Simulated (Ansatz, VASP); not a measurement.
Given: the input of a run of VASP 6.6.1 on W.

INCAR

```
SYSTEM = W
  AGGAC = 1.0
  AGGAX = 1.0
  ALDAC = 0.0
  ALDAX = 1.0
  ALGO = Normal
  EDIFF = 1E-7
  EDIFFG = -0.01
  ENCUT = 600
  GGA = B5
  IBRION = 2
  ISIF = 3
  ISMEAR = -1
  LASPH = .True.
  LCHARG = .False.
  LREAL = .False.
  LWAVE = .False.
  NELM = 100
  NSW = 60
  PREC = Accurate
  SIGMA = 0.05
```

KPOINTS

```
k-points
0
Gamma
  11 11 11
  0 0 0
```

File POSCAR:

```
W
1.0
    0.0000000000      2.0300000000      2.0300000000
    2.0300000000      0.0000000000      2.0300000000
    2.0300000000      2.0300000000      0.0000000000
W
1
Direct
    0.0000000000      0.0000000000      0.0000000000
```

Potentials or basis: VASP PAW PBE potentials, release 64 (W_sv).

Command:

```sh
$ cat potpaw_PBE.64/W_sv/POTCAR > POTCAR
$ mpirun -np 1 vasp_std > vasp.out
```

Question: Translate it to Ansatz 0.2.0. Potentials there: Ansatz PAW.

Answer: As run (the cutoff follows the program's own potentials):

The input input.yaml:

```yaml
crystal:
  lattice:
    - [0.0, 2.03, 2.03]
    - [2.03, 0.0, 2.03]
    - [2.03, 2.03, 0.0]
  atoms:
    - { symbol: W, position: [0.0, 0.0, 0.0] }
hamiltonian:
  xc: blyp
  pseudopotentials: { kind: paw }
kpoints:
  mp_grid: { grid: [11, 11, 11] }
scf:
  occupations: { method: fermi_dirac, width: 0.05 }
output:
  forces: true
  stress: true
  eigenvalues: true
relax:
  f_tol: 0.01
  max_steps: 40
  cell: { stress_tol: 0.05 }
```

Potentials or basis: Ansatz PAW.

Command:

```console
$ ansatz run input.yaml --threads 2 --pin off --max-ram 5632MiB --backend cpu --events-out ev --progress --plain --runs-dir out
```

Both were run:

|  | VASP | Ansatz | Ansatz less VASP |
| --- | --- | --- | --- |
| gap on the k mesh at the Fermi level, each at its own relaxed structure (eV) | none | none | - |
| relaxed volume (Å³/atom) | 17.12 | 17.03 | -0.095 |
| relaxed cell length with the largest relative difference (Å) | 2.893 | 2.888 | -0.0054 |
| energy change over the relaxation (meV/atom) | -8 | -4 | +3.3 |

A gap of «none» marks a metal or a gap that the smearing closes.

Caveats: the PAW data sets were made with another functional, which shifts forces and pressure a little (VASP); the plane-wave basis is chosen anew once the cell has moved, so the energies of steps on either side of that aren't comparable (Ansatz); the PAW data sets come from PBE, with cores solved anew for the run's functional, which leaves a small shift of forces and pressure (Ansatz). The runs have no spin-orbit coupling, so splittings on W are missing. Zero-point motion and thermal expansion aren't in these numbers.
